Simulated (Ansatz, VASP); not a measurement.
## One calculation of GeSb2Te4, two programs

The input INCAR:

```
ALGO = Normal
EDIFF = 1E-6
ENCUT = 520
GGA = PE
ISIF = 2
ISMEAR = 0
LASPH = T
LCHARG = F
LREAL = F
LWAVE = F
NBANDS = 33
NELM = 100
PREC = Accurate
SIGMA = 0.1
```

Contents of KPOINTS:

```
k-points
0
Gamma
  4 4 4
```

The input POSCAR:

```
GeSb2Te4
1.0
   -3.0595750000      3.0595750000      6.0514150000
    3.0595750000     -3.0595750000      6.0514150000
    3.0595750000      3.0595750000     -6.0514150000
Ge Sb Te
1 2 4
Direct
    0.0000000000      0.0000000000      0.0000000000
    0.5000000000      0.5000000000      0.0000000000
    0.2500000000      0.7500000000      0.5000000000
    0.5016200000      0.0016200000      0.5000000000
    0.2481620000      0.2481620000      0.0000000000
    0.9983800000      0.4983800000      0.5000000000
    0.7518380000      0.7518380000      0.0000000000
```

Input for Ansatz:

```yaml
crystal:
  lattice:
    - [-3.059575, 3.059575, 6.051415]
    - [3.059575, -3.059575, 6.051415]
    - [3.059575, 3.059575, -6.051415]
  atoms:
    - { symbol: Ge, position: [0.0, 0.0, 0.0] }
    - { symbol: Sb, position: [0.5, 0.5, 0.0] }
    - { symbol: Sb, position: [0.25, 0.75, 0.5] }
    - { symbol: Te, position: [0.50162, 0.00162, 0.5] }
    - { symbol: Te, position: [0.248162, 0.248162, 0.0] }
    - { symbol: Te, position: [0.99838, 0.49838, 0.5] }
    - { symbol: Te, position: [0.751838, 0.751838, 0.0] }
basis:
  ecutwfc: 420
kpoints:
  mp_grid: { grid: [4, 4, 4] }
hamiltonian:
  xc: pbe
  pseudopotentials: { kind: paw, azcp: { folder: soft_1 } }
scf:
  occupations: { method: gaussian, width: 0.1 }
output:
  forces: true
  stress: true
  eigenvalues: true
```

The cell comes from a database or a generator and needn't be the stable form of this composition.

Alike in both runs: task single point; functional PBE; k mesh 4 × 4 × 4; occupations gaussian, width 0.1 eV; no spin polarisation.

|  | VASP | Ansatz |
| --- | --- | --- |
| version | VASP 6.6.1 | Ansatz 0.2.0 |
| potentials or method | VASP PAW PBE potentials, release 64 (Ge_d, Sb, Te) | scalar-relativistic, plane waves, PAW |
| plane-wave cutoff (eV) | 520 | 420 |
| valence electrons in the cell | 48 | 108 |

|  | VASP | Ansatz | Ansatz less VASP |
| --- | --- | --- | --- |
| gap on the k mesh at the Fermi level (eV) | none | none | - |
| pressure (GPa) | 0.0 | 0.1 | +0.04 |
| largest component of the traceless stress (GPa) | 0.04 | 0.05 | +0.011 |
| rms of the force components (eV/Å) | 0.026 | 0.027 | +0.0008 |

Atom by atom the forces differ by 0.001 eV/Å (rms over components). A gap of «none» marks a metal or a gap that the smearing closes. The functional is the same, so the differences come from potentials, cutoffs and numerics. The two sets of potentials don't hold the same shells in valence.

Caveats: the k mesh is coarse (spacing up to 0.36 Å⁻¹), so the values aren't converged. The runs have no spin-orbit coupling, so splittings on Sb, Te are missing.
